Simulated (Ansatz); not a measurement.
# Acetone (C3H6O): how energies converge with the basis set

Aim: see how fast density functionals and correlated methods converge with the basis set for acetone (C3H6O).

Program: Ansatz 0.2.0, Gaussian basis. Level of theory: one geometry, several basis sets. These are calculated values, not measurements.

Levels to be run: PBE0-D4/def2-SVP; ωB97M-V/def2-SVP; PBE0-D4/def2-QZVPP; ωB97M-V/def2-QZVPP; CCSD(T)/cc-pV(D+d)Z; CCSD(T)/cc-pV(T+d)Z; CCSD(T)/cc-pV(Q+d)Z; the functionals' def2-TZVPP values are taken from earlier runs.

**1. The geometry**

An earlier PBE0-D4 in a triple-zeta def2 set relaxation fixed the geometry.

10 atoms, charge 0, spin multiplicity 1.

Atoms are counted from 1 here; the program's logs count them from 0.

Bond lengths: C1–C2 1.506 Å, C1–H5 1.093 Å, C1–H6 1.094 Å, C1–H7 1.088 Å, C2–C3 1.506 Å, C2–O4 1.206 Å, C3–H8 1.094 Å, C3–H9 1.088 Å, C3–H10 1.093 Å. Angles: C2–C1–H5 110.6°, C2–C1–H6 109.7°, C2–C1–H7 110.1°, H5–C1–H6 106.8°, H5–C1–H7 110.1°, H6–C1–H7 109.5°, C1–C2–C3 116.4°, C1–C2–O4 121.8°, C3–C2–O4 121.8°, C2–C3–H8 109.7°, C2–C3–H9 110.1°, C2–C3–H10 110.6°, H8–C3–H9 109.5°, H8–C3–H10 106.8°, H9–C3–H10 110.1°.

**2. PBE0-D4 in def2-SVP**

The input, in.yaml:

```yaml
crystal:
  periodic: [false, false, false]
  atoms:
    - {symbol: C, position_ang: [-0.763494, 0.843730, -0.605477]}
    - {symbol: C, position_ang: [0.498045, 0.046709, -0.400593]}
    - {symbol: C, position_ang: [0.525133, -0.866202, 0.797142]}
    - {symbol: O, position_ang: [1.435022, 0.134763, -1.154115]}
    - {symbol: H, position_ang: [-1.637345, 0.186549, -0.611308]}
    - {symbol: H, position_ang: [-0.898528, 1.540773, 0.227049]}
    - {symbol: H, position_ang: [-0.707841, 1.399416, -1.539552]}
    - {symbol: H, position_ang: [-0.233860, -1.646081, 0.683632]}
    - {symbol: H, position_ang: [1.506749, -1.325622, 0.895784]}
    - {symbol: H, position_ang: [0.276109, -0.314035, 1.707448]}
basis:
  gaussian: {orbitals: def2-SVP}
hamiltonian: {xc: pbe0, dispersion: d4}
output: {orbitals: {seedname: orbitals}}
```

Command:

```console
$ ansatz run in.yaml --threads 2 --pin off --events-out ev --progress --plain --max-ram 32768MiB --backend cuda --devices 0, --max-vram 18GiB
```

Further steps of the session: ωB97M-V in def2-SVP; PBE0-D4 in def2-QZVPP; ωB97M-V in def2-QZVPP; CCSD(T) in cc-pV(D+d)Z; CCSD(T) in cc-pV(T+d)Z; CCSD(T) in cc-pV(Q+d)Z.

**Question.** What will the summary of the whole plan be? Wanted: MP2 correlation recovered, cc-pV(D+d)Z; MP2 correlation recovered, cc-pV(T+d)Z; MP2 correlation recovered, cc-pV(Q+d)Z; CCSD(T) limit from def2 sets; PBE0-D4: double and triple zeta above quadruple; ωB97M-V: double and triple zeta above quadruple.

The runs gave:

| quantity | value |
| --- | --- |
| MP2 correlation recovered, cc-pV(D+d)Z | 72.4 % |
| MP2 correlation recovered, cc-pV(T+d)Z | 89.6 % |
| MP2 correlation recovered, cc-pV(Q+d)Z | 95.7 % |
| CCSD(T) limit from def2 sets (earlier runs) less the limit of this series | 11 meV |
| PBE0-D4: double and triple zeta above quadruple | 6.26, 0.30 eV |
| ωB97M-V: double and triple zeta above quadruple | 6.54, 0.29 eV |

**Reading.** PBE0-D4 gains 5.96 eV from double to triple zeta, then 0.30 eV more. In cc-pV(D+d)Z MP2 holds 72 % of its limit, in cc-pV(Q+d)Z 96 %, while Hartree-Fock is within 0.113 eV in the largest set. A limit from the def2 sets, made apart, differs by 11 meV, a least measure of the doubt on such a limit. These are total energies; as a rule much of such shifts cancels in differences, which this series doesn't test. The LUMO of ωB97M-V is positive and keeps falling with the basis (2.21 to 1.64 eV): an unbound level that the basis holds in place.
